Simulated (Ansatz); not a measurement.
# Zn (omega (AlB2-type)): energy against volume

Computed with DFT, PBE, plane waves (420 eV) with PAW, scalar-relativistic in Ansatz.

The cell is scaled uniformly from the relaxed one, with fractional coordinates and shape fixed. Energies are extrapolated to zero smearing, pressures are those at the given smearing. Magnetic state: spin not included.

A Birch-Murnaghan fit gives V₀ = 15.58 Å³/atom, B₀ = 63 GPa, B₀′ = 5.6.

What are the energy above the minimum and the pressure at 14.345 Å³/atom?

23.0 meV/atom and 6.59 GPa as computed.

What are the energy above the minimum and the pressure at 16.216 Å³/atom?

4.7 meV/atom and -2.20 GPa as computed.

What are the energy above the minimum and the pressure at 17.463 Å³/atom?

34.7 meV/atom and -5.17 GPa as computed.
